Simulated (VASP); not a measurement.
# TaSi2 (P6_422) in VASP: a series of runs

One crystal, TaSi2, is run at these levels: PBE; tasks: single point.

Everything below comes from runs of VASP 6.6.1. Logs are shortened: lines on timing, memory, paths and dates and some standing lists are left out, and cuts for length are marked.

### 1 The structure

Symmetry: P6_422, No. 181, hexagonal system. The conventional cell has a = 4.648 Å, b = 4.648 Å, c = 6.444 Å, α = 90.00°, β = 90.00°, γ = 120.00°. Around Ta (site symmetry 222) lie 10 Si at 2.55 to 2.74 Å. Around Si (site symmetry 2) lie 5 Si at 2.50 to 2.75 Å and 5 Ta at 2.55 to 2.74 Å.

### 2 Single point, PBE

INCAR reads:

```
  PREC = Accurate
  ENCUT = 520
  EDIFF = 1E-6
  ISMEAR = 0
  SIGMA = 0.1
  LREAL = False
  LASPH = True
  NELM = 100
  ALGO = Fast
  ISIF = 2
  LWAVE = False
  LCHARG = False
  GGA = PE
  NBANDS = 38
```

KPOINTS reads:

```
regular mesh
0
Gamma
  9 9 6
```

POSCAR reads:

```
TaSi2
1.0
    4.6480933018      0.0000000000      0.0000000000
   -2.3240466509      4.0253668785      0.0000000000
    0.0000000000      0.0000000000      6.4439514422
Ta Si
3 6
Direct
    0.5000000000      0.0000000000      0.0000000000
    0.5000000000      0.5000000000      0.6666666667
    0.0000000000      0.5000000000      0.3333333333
    0.1592020033      0.3184040066      0.0000000000
    0.8407979967      0.1592020033      0.6666666667
    0.6815959934      0.8407979967      0.3333333333
    0.8407979967      0.6815959934      0.0000000000
    0.1592020033      0.8407979967      0.6666666667
    0.3184040066      0.1592020033      0.3333333333
```

Potentials or basis: VASP PAW PBE potentials, release 64 (Ta_pv, Si).

The run is started by

```console
$ cat potpaw_PBE.64/Ta_pv/POTCAR potpaw_PBE.64/Si/POTCAR > POTCAR
$ mpirun -np 1 vasp_std > vasp.out
```

OUTCAR:

```text
PREC = Accurate
   ENCUT = 520
   EDIFF = 1E-6
   ISMEAR = 0
   LREAL = False
   LASPH = True
   NELM = 100
   ISIF = 2
   GGA = PE

 ion  position               nearest neighbor table
   1  0.500  0.000  0.000-   5 2.55   8 2.55   6 2.55   9 2.55   4 2.65   7 2.65   4 2.65   7 2.65
                             4 2.74   7 2.74   2 3.16   2 3.16   3 3.16   3 3.16
   2  0.500  0.500  0.667-   4 2.55   7 2.55   6 2.55   9 2.55   5 2.65   8 2.65   8 2.65   5 2.65
                             8 2.74   5 2.74   1 3.16   1 3.16   3 3.16   3 3.16
   3  0.000  0.500  0.333-   4 2.55   7 2.55   5 2.55   8 2.55   9 2.65   6 2.65   9 2.65   6 2.65
                             6 2.74   9 2.74   1 3.16   1 3.16   2 3.16   2 3.16
   4  0.159  0.318  0.000-   9 2.50   5 2.50   2 2.55   3 2.55   7 2.56   1 2.65   1 2.65   1 2.74
                             7 2.75   7 2.75   8 3.09   6 3.09
   5  0.841  0.159  0.667-   4 2.50   6 2.50   1 2.55   3 2.55   8 2.56   2 2.65   2 2.65   2 2.74
                             8 2.75   8 2.75   7 3.09   9 3.09
   6  0.682  0.841  0.333-   7 2.50   5 2.50   1 2.55   2 2.55   9 2.56   3 2.65   3 2.65   3 2.74
                             9 2.75   9 2.75   4 3.09   8 3.09
   7  0.841  0.682  0.000-   6 2.50   8 2.50   2 2.55   3 2.55   4 2.56   1 2.65   1 2.65   1 2.74
                             4 2.75   4 2.75   5 3.09   9 3.09
   8  0.159  0.841  0.667-   7 2.50   9 2.50   1 2.55   3 2.55   5 2.56   2 2.65   2 2.65   2 2.74
                             5 2.75   5 2.75   4 3.09   6 3.09
   9  0.318  0.159  0.333-   4 2.50   8 2.50   1 2.55   2 2.55   6 2.56   3 2.65   3 2.65   3 2.74
                             6 2.75   6 2.75   7 3.09   5 3.09

  LATTYP: Found a hexagonal cell.
 ALAT       =     4.6480933018
 C/A-ratio  =     1.3863644776

  Lattice vectors:

 A1 = (   4.6480933018,   0.0000000000,   0.0000000000)
 A2 = (  -2.3240466509,   4.0253668785,   0.0000000000)
 A3 = (   0.0000000000,   0.0000000000,   6.4439514422)

Analysis of symmetry for initial positions (statically):
=====================================================================
 Subroutine PRICEL returns:
 Original cell was already a primitive cell.

 Routine SETGRP: Setting up the symmetry group for a
 hexagonal supercell.

 Subroutine GETGRP returns: Found 12 space group operations
 (whereof  4 operations were pure point group operations)
 out of a pool of 24 trial point group operations.

The static configuration has the point symmetry D_2 .
 The point group associated with its full space group is D_6 .

Analysis of symmetry for dynamics (positions and initial velocities):
=====================================================================
 Subroutine PRICEL returns:
 Original cell was already a primitive cell.

 Routine SETGRP: Setting up the symmetry group for a
 hexagonal supercell.

 Subroutine GETGRP returns: Found 12 space group operations
 (whereof  4 operations were pure point group operations)
 out of a pool of 24 trial point group operations.

The dynamic configuration has the point symmetry D_2 .
 The point group associated with its full space group is D_6 .

 Subroutine INISYM returns: Found 12 space group operations
 (whereof  4 operations are pure point group operations),
 and found     1 'primitive' translations

----------------------------------------------------------------------------------------

                                     Primitive cell

  volume of cell :     120.5681

  direct lattice vectors                    reciprocal lattice vectors
     4.648093302  0.000000000  0.000000000     0.215141981  0.124212281  0.000000000
    -2.324046651  4.025366878  0.000000000     0.000000000  0.248424561  0.000000000
     0.000000000  0.000000000  6.443951442     0.000000000  0.000000000  0.155184285

  length of vectors
     4.648093302  4.648093302  6.443951442     0.248424561  0.248424561  0.155184285

  position of ions in fractional coordinates (direct lattice)
     0.500000000  0.000000000  0.000000000
     0.500000000  0.500000000  0.666666667
     0.000000000  0.500000000  0.333333333
     0.159202003  0.318404007  0.000000000
     0.840797997  0.159202003  0.666666667
     0.681595993  0.840797997  0.333333333
     0.840797997  0.681595993  0.000000000
     0.159202003  0.840797997  0.666666667
     0.318404007  0.159202003  0.333333333

  ion indices of the primitive-cell ions
   primitive index   ion index
                 1           1
                 2           2
                 3           3
                 4           4
                 5           5
                 6           6
                 7           7
                 8           8
                 9           9

----------------------------------------------------------------------------------------

 KPOINTS: regular mesh

Automatic generation of k-mesh.
 Grid dimensions read from file:
 generate k-points for:    9    9    6

 Generating k-lattice:

[... 79 lines left out ...]
 Gauss-broadening in eV      SIGMA  =   0.10
  energy-cutoff  :      520.00
  volume of cell :      120.57
 maximum number of plane-waves:      3276
 NGX is ok and might be reduce to    36
   NGX = 17   NGY = 17   NGZ = 23

 number of electron      57.0000004 magnetization

 Free energy of the ion-electron system (eV)
  ---------------------------------------------------
  ext. energy  EPLUGINS =         0.00000000
  ---------------------------------------------------
  free energy    TOTEN  =       -71.58868874 eV

  energy without entropy =      -71.56793767  energy(sigma->0) =      -71.57831321

 E-fermi :  10.2628     XC(G=0): -12.4317

 val. band max:       10.2580845666   @ k =   0.3333   0.1111   0.3333
 cond. band min:      10.2798002039   @ k =   0.3333   0.1111   0.5000
 fundamental gap:      0.0217156373
 Fermi energy:        10.2627630763

 k-point     1 :       0.0000    0.0000    0.0000
  band No.  band energies     occupation
      1     -23.9290      2.00000
      2     -23.9290      2.00000
      3     -23.9160      2.00000
      4     -23.8373      2.00000
      5     -23.8373      2.00000
      6     -23.7116      2.00000
[... 30 lines left out ...]
     37      14.6512      0.00000
     38      14.7248      0.00000

 k-point     2 :       0.1111   -0.0000    0.0000
  band No.  band energies     occupation
      1     -23.9496      2.00000
      2     -23.9323      2.00000
      3     -23.8971      2.00000
      4     -23.8389      2.00000
      5     -23.8358      2.00000
      6     -23.7163      2.00000
[... 30 lines left out ...]
     37      14.3409      0.00000
     38      14.5294      0.00000

 k-point     3 :       0.2222   -0.0000    0.0000
  band No.  band energies     occupation
      1     -23.9721      2.00000
      2     -23.9401      2.00000
      3     -23.8804      2.00000
      4     -23.8431      2.00000
      5     -23.8310      2.00000
      6     -23.7207      2.00000
[... 30 lines left out ...]
     37      14.4082      0.00000
     38      14.6073      0.00000

 k-point     4 :       0.3333    0.0000    0.0000
  band No.  band energies     occupation
      1     -23.9883      2.00000
      2     -23.9481      2.00000
      3     -23.8726      2.00000
      4     -23.8480      2.00000
      5     -23.8247      2.00000
      6     -23.7218      2.00000
[... 30 lines left out ...]
     37      14.2727      0.00000
     38      15.0632      0.00000
[... 703 lines left out ...]
      4     -23.8346      2.00000
      5     -23.8105      2.00000
      6     -23.7476      2.00000
[... 30 lines left out ...]
     37      13.8753      0.00000
     38      14.2416      0.00000

 k-point    23 :       0.3333    0.2222    0.1667
  band No.  band energies     occupation
      1     -23.9931      2.00000
      2     -23.9547      2.00000
      3     -23.9039      2.00000
      4     -23.8337      2.00000
      5     -23.8009      2.00000
      6     -23.7539      2.00000
[... 30 lines left out ...]
     37      13.7810      0.00000
     38      14.1264      0.00000

 k-point    24 :       0.3333    0.3333    0.1667
  band No.  band energies     occupation
      1     -23.9947      2.00000
      2     -23.9512      2.00000
      3     -23.9130      2.00000
      4     -23.8315      2.00000
      5     -23.7932      2.00000
      6     -23.7616      2.00000
[... 30 lines left out ...]
     37      13.8966      0.00000
     38      14.2689      0.00000

 [... further k-points ...]

------------------------ aborting loop because EDIFF is reached ----------------------------------------

  FORCE on cell =-STRESS in cart. coord.  units (eV):
  Direction    XX          YY          ZZ          XY          YZ          ZX
  --------------------------------------------------------------------------------------
  -------------------------------------------------------------------------------------
  Total       15.2236339     15.2236339     15.2227415     -0.0000000      0.0000000      0.0000000
  in kB      202.3002167    202.3002167    202.2883586     -0.0000000      0.0000000      0.0000000
  external PRESSURE =     202.2962640 kB  Pullay stress =       0.0000000 kB

 VOLUME and BASIS-vectors are now :
 -----------------------------------------------------------------------------
  energy-cutoff  :      520.00
  volume of cell :      120.57
      direct lattice vectors                 reciprocal lattice vectors
     4.648093302  0.000000000  0.000000000     0.215141981  0.124212281  0.000000000
    -2.324046651  4.025366878  0.000000000     0.000000000  0.248424561  0.000000000
     0.000000000  0.000000000  6.443951442     0.000000000  0.000000000  0.155184285

 POSITION                                       TOTAL-FORCE (eV/Angst)
 -----------------------------------------------------------------------------------
      2.32405      0.00000      0.00000        -0.000000     -0.000000     -0.000000
      1.16202      2.01268      4.29597        -0.000000     -0.000000     -0.000000
     -1.16202      2.01268      2.14798        -0.000000     -0.000000     -0.000000
      0.00000      1.28169      0.00000        -0.000000     -0.004477      0.000000
      3.53811      0.64085      4.29597         0.003877     -0.002238      0.000000
      1.21407      3.38452      2.14798         0.003877      0.002238      0.000000
      2.32405      2.74367      0.00000        -0.000000      0.004477      0.000000
     -1.21407      3.38452      4.29597        -0.003877      0.002238      0.000000
      1.10998      0.64085      2.14798        -0.003877     -0.002238      0.000000
 -----------------------------------------------------------------------------------
    total drift:                                0.000000     -0.000000     -0.000000

  FREE ENERGIE OF THE ION-ELECTRON SYSTEM (eV)
  ---------------------------------------------------
  free  energy   TOTEN  =       -71.5886887428 eV

  energy  without entropy=      -71.5679376726  energy(sigma->0) =      -71.57831321
```

Wall time 3.8 min (1 thread of AMD EPYC 7R13 (Zen 3), shared host); peak memory 0.31 GiB.

Results:

```yaml
Free_energy: -71.5887 eV
Pressure: 20.2 GPa
Largest_force: 0.004 eV/Å
Band_gap_on_the_k_mesh: none (metal or under the smearing width)
```

Forces on the atoms (eV/Å):
```
Ta   0.000  0.000  0.000
Ta   0.000  0.000  0.000
Ta   0.000  0.000  0.000
Si   0.000 -0.004  0.000
Si   0.004 -0.002  0.000
Si   0.004  0.002  0.000
Si   0.000  0.004  0.000
Si  -0.004  0.002  0.000
Si  -0.004 -0.002  0.000
```

Levels at points of the mesh, in eV from the Fermi level:
```tsv
k point	band 25	band 26	band 27	band 28	band 29	band 30	band 31	band 32	band 33	band 34
(0.00, 0.00, 0.00)	-2.57	-2.43	-2.33	-2.33	-1.45	0.70	3.20	3.20	3.89	3.93
(0.00, 0.00, 0.50)	-2.48	-1.93	-1.76	-1.76	1.13	1.13	3.02	3.02	3.58	3.67
```

Caveat: so large a pressure means that the cell lies far from this level's equilibrium, or that cutoff or potentials fall short. Spin-orbit coupling is left out, which matters for the levels of Ta.

### 3 Single point, PBE

This run uses another cell than the first one, of 14.66 Å³/atom, 1.094 times its volume.

INCAR reads:

```
SYSTEM = TaSi2
PREC = Accurate
ENCUT = 520
EDIFF = 1E-6
ISMEAR = 0
SIGMA = 0.1
LREAL = .FALSE.
LASPH = .TRUE.
NELM = 100
ALGO = Fast
ISIF = 2
LWAVE = .FALSE.
LCHARG = .FALSE.
GGA = PE
NBANDS = 38
```

KPOINTS reads:

```
Automatic mesh
0
G
  9 9 6
  0 0 0
```

POSCAR reads:

```
TaSi2
1.0
    4.8050124665      0.0000000000      0.0000000000
   -2.4025062332      4.1612628615      0.0000000000
    0.0000000000      0.0000000000      6.5986404584
Ta Si
3 6
Direct
    0.5000000000      0.0000000000      0.0000000000
    0.5000000000      0.5000000000      0.6666666667
    0.0000000000      0.5000000000      0.3333333333
    0.1589152983      0.3178305965      0.0000000000
    0.8410847017      0.1589152983      0.6666666667
    0.6821694035      0.8410847017      0.3333333333
    0.8410847017      0.6821694035      0.0000000000
    0.1589152983      0.8410847017      0.6666666667
    0.3178305965      0.1589152983      0.3333333333
```

Potentials or basis: VASP PAW PBE potentials, release 64 (Ta_pv, Si).

The run is started by

```console
$ cat potpaw_PBE.64/Ta_pv/POTCAR potpaw_PBE.64/Si/POTCAR > POTCAR
$ mpirun -np 1 vasp_std > vasp.out
```

Run time: 2.6 min. Hardware: 1 thread of Intel Xeon Platinum 8488C (Sapphire Rapids), shared host; peak memory 0.35 GiB.

It converged, with:

```
Free energy            : -72.2571 eV
Pressure               : 0.1 GPa
Largest force          : 0.003 eV/Å
Band gap on the k mesh : none (metal or under the smearing width)
```

Forces on the atoms (eV/Å):
```
Ta   0.000  0.000  0.000
Ta   0.000  0.000  0.000
Ta   0.000  0.000  0.000
Si   0.000 -0.003  0.000
Si   0.003 -0.002  0.000
Si   0.003  0.002  0.000
Si   0.000  0.003  0.000
Si  -0.003  0.002  0.000
Si  -0.003 -0.002  0.000
```

Levels at points of the mesh, in eV from the Fermi level:
| k point | band 26 | band 27 | band 28 | band 29 | band 30 | band 31 | band 32 | band 33 |
| --- | --- | --- | --- | --- | --- | --- | --- | --- |
| (0.00, 0.00, 0.00) | -2.44 | -2.17 | -2.17 | -1.49 | 0.73 | 2.93 | 2.93 | 3.33 |
| (0.00, 0.00, 0.50) | -2.04 | -1.79 | -1.79 | 1.12 | 1.12 | 2.52 | 2.52 | 3.35 |

### 4 Single point, PBE

This run uses another cell than the first one, of 14.47 Å³/atom, 1.080 times its volume.

INCAR reads:

```
SYSTEM = TaSi2
PREC = Accurate ; ENCUT = 520
EDIFF = 1E-7 ; ISMEAR = 0
SIGMA = 0.1 ; LREAL = .FALSE.
LASPH = .TRUE. ; NELM = 100
ALGO = Normal ; ISIF = 2
LWAVE = .FALSE. ; LCHARG = .FALSE.
GGA = PE ; NBANDS = 38
```

KPOINTS reads:

```
Automatic mesh
0
G
  6 6 4
  0 0 0
```

POSCAR reads:

```
TaSi2
1.0
    4.7839004637      0.0000000000      0.0000000000
   -2.3919502318      4.1429793307      0.0000000000
    0.0000000000      0.0000000000      6.5700000000
Ta Si
3 6
Direct
    0.5000000000      0.0000000000      0.0000000000
    0.5000000000      0.5000000000      0.6666666667
    0.0000000000      0.5000000000      0.3333333333
    0.1589700000      0.3179400000      0.0000000000
    0.8410300000      0.1589700000      0.6666666667
    0.6820600000      0.8410300000      0.3333333333
    0.8410300000      0.6820600000      0.0000000000
    0.1589700000      0.8410300000      0.6666666667
    0.3179400000      0.1589700000      0.3333333333
```

The run is started by

```console
$ cat potpaw_PBE.64/Ta_pv/POTCAR potpaw_PBE.64/Si/POTCAR > POTCAR
$ mpirun -np 1 vasp_std > vasp.out
```

Wall time 78 s (1 thread of Intel Xeon Platinum 8488C (Sapphire Rapids), shared host); peak memory 0.27 GiB.

It converged, with:

- Free energy: -72.2514 eV
- Pressure: 2.6 GPa
- Largest force: 0.021 eV/Å
- Band gap on the k mesh: none (metal or under the smearing width)

Forces in eV/Å, atoms in the order of the input:
```
Ta   0.000  0.000  0.000
Ta   0.000  0.000  0.000
Ta   0.000  0.000  0.000
Si   0.000  0.021  0.000
Si  -0.018  0.011  0.000
Si  -0.018 -0.011  0.000
Si   0.000 -0.021  0.000
Si   0.018 -0.011  0.000
Si   0.018  0.011  0.000
```

Stress tensor (GPa, compression positive):
```
2.30 0.00 0.00
0.00 2.30 0.00
0.00 0.00 3.28
```

Levels at points of the mesh, in eV from the Fermi level:
```csv
k point,band 26,band 27,band 28,band 29,band 30,band 31,band 32,band 33
"(0.00, 0.00, 0.00)",-2.44,-2.18,-2.18,-1.48,0.74,2.99,2.99,3.44
"(0.50, 0.00, 0.00)",-1.08,-0.74,-0.08,-0.04,0.87,1.19,1.57,1.96
"(0.00, 0.00, 0.50)",-2.03,-1.78,-1.78,1.14,1.14,2.61,2.61,3.44
"(0.50, 0.00, 0.50)",-2.03,-1.83,-0.68,-0.26,1.56,1.96,2.53,2.56
```

### 5 Single point, PBE

This run uses another cell than the first one, of 14.51 Å³/atom, 1.083 times its volume.

INCAR reads:

```
  PREC = Accurate
  ENCUT = 520
  EDIFF = 1E-7
  ISMEAR = 0
  SIGMA = 0.1
  LREAL = False
  LASPH = True
  NELM = 100
  ALGO = Fast
  ISIF = 2
  LWAVE = False
  LCHARG = True
  GGA = PE
  LELF = True
  LVHAR = True
  NBANDS = 38
```

KPOINTS reads:

```
Automatic mesh
0
Gamma
  9 9 6
```

POSCAR reads:

```
TaSi2
1.0
    4.7861458327      0.0000000000      0.0000000000
   -2.3930729163      4.1449238774      0.0000000000
    0.0000000000      0.0000000000      6.5805559147
Ta Si
3 6
Direct
    0.5000000000      0.0000000000      0.0000000000
    0.5000000000      0.5000000000      0.6666666667
    0.0000000000      0.5000000000      0.3333333333
    0.1589150239      0.3178300479      0.0000000000
    0.8410849761      0.1589150239      0.6666666667
    0.6821699521      0.8410849761      0.3333333333
    0.8410849761      0.6821699521      0.0000000000
    0.1589150239      0.8410849761      0.6666666667
    0.3178300479      0.1589150239      0.3333333333
```

The run is started by

```console
$ cat potpaw_PBE.64/Ta_pv/POTCAR potpaw_PBE.64/Si/POTCAR > POTCAR
$ mpirun -np 1 vasp_std > vasp.out
```

It took 3.1 min on 1 thread of Intel Xeon Platinum 8488C (Sapphire Rapids), shared host; peak memory 0.35 GiB.

Results (log left out):

| Item | Value |
| --- | --- |
| Free energy | -72.2474 eV |
| Pressure | 2.1 GPa |
| Band gap on the k mesh | none (metal or under the smearing width) |

Levels at points of the mesh, in eV from the Fermi level:
| k point | band 27 | band 28 | band 29 | band 30 | band 31 | band 32 |
| --- | --- | --- | --- | --- | --- | --- |
| (0.00, 0.00, 0.00) | -2.19 | -2.19 | -1.49 | 0.72 | 2.97 | 2.97 |
| (0.00, 0.00, 0.50) | -1.79 | -1.79 | 1.12 | 1.12 | 2.58 | 2.58 |

The run has no spin-orbit coupling, so splittings on Ta are missing.

### 6 The runs side by side

```tsv
cell	k mesh	gap on the mesh (eV)	pressure (GPa)
P6_422, 13.4 Å³/atom	9 × 9 × 6	none	20.2
P6_422, 14.66 Å³/atom	9 × 9 × 6	none	0.1
P6_422, 14.47 Å³/atom	6 × 6 × 4	none	2.6
P6_422, 14.51 Å³/atom	9 × 9 × 6	none	2.1
```

Alike in all rows: task single point; level PBE; potentials or basis VASP PAW PBE potentials, release 64 (Ta_pv, Si); no spin polarisation; cutoff (eV) 520; smearing gaussian 0.1 eV.

Every run on the cell as given and a fine mesh finds a metal.

Caveats: so large a pressure means that the cell lies far from this level's equilibrium, or that cutoff or potentials fall short (some runs).

Total energies depend on the potentials used, so only differences within one code and one set of settings carry meaning.
